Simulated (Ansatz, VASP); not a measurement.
Os: VASP beside Ansatz

The input INCAR:

```
SYSTEM = Os
PREC = Accurate
ENCUT = 520
EDIFF = 1E-7
ISMEAR = -1
SIGMA = 0.05
LREAL = .FALSE.
LASPH = .TRUE.
NELM = 100
ALGO = Normal
ISIF = 2
LWAVE = .FALSE.
LCHARG = .FALSE.
GGA = PE
NBANDS = 10
```

KPOINTS

```
Automatic mesh
0
G
  12 12 12
  0 0 0
```

File POSCAR:

```
Os
1.0
    0.0000000000      1.9705950404      1.9705950404
    1.9705950404      0.0000000000      1.9705950404
    1.9705950404      1.9705950404      0.0000000000
Os
1
Direct
    0.0000000000      0.0000000000      0.0000000000
```

input.yaml

```yaml
crystal:
  lattice:
    - [0.0, 1.9705950404, 1.9705950404]
    - [1.9705950404, 0.0, 1.9705950404]
    - [1.9705950404, 1.9705950404, 0.0]
  atoms:
    - { symbol: Os, position: [0.0, 0.0, 0.0] }
hamiltonian:
  xc: pbe
  pseudopotentials: { kind: paw }
kpoints:
  mp_grid: { grid: [12, 12, 12] }
scf:
  occupations: { method: fermi_dirac, width: 0.05 }
output:
  forces: true
  stress: true
  eigenvalues: true
```

Change from the starting cell: volume scaled by 1.04.

Alike in both runs: task single point; functional PBE; k mesh 12 × 12 × 12; occupations fermi-dirac, width 0.05 eV; no spin polarisation.

```csv
,VASP,Ansatz
version,VASP 6.6.1,Ansatz 0.2.0
potentials or method,"VASP PAW PBE potentials, release 64 (Os)",Ansatz PAW
plane-wave cutoff (eV),520,420
valence electrons in the cell,8,16
```

Ansatz gave:

- gap on the k mesh at the Fermi level (eV): none
- pressure (GPa): -22.1

What did VASP give for the same quantities?

gap on the k mesh at the Fermi level (eV): none; pressure (GPa): -22.6.

A gap of «none» marks a metal or a gap that the smearing closes. With one functional, cell and mesh, what is left measures potentials, basis and numerics. The two sets of potentials don't hold the same shells in valence.

Spin-orbit coupling is left out, which matters for the levels of Os.
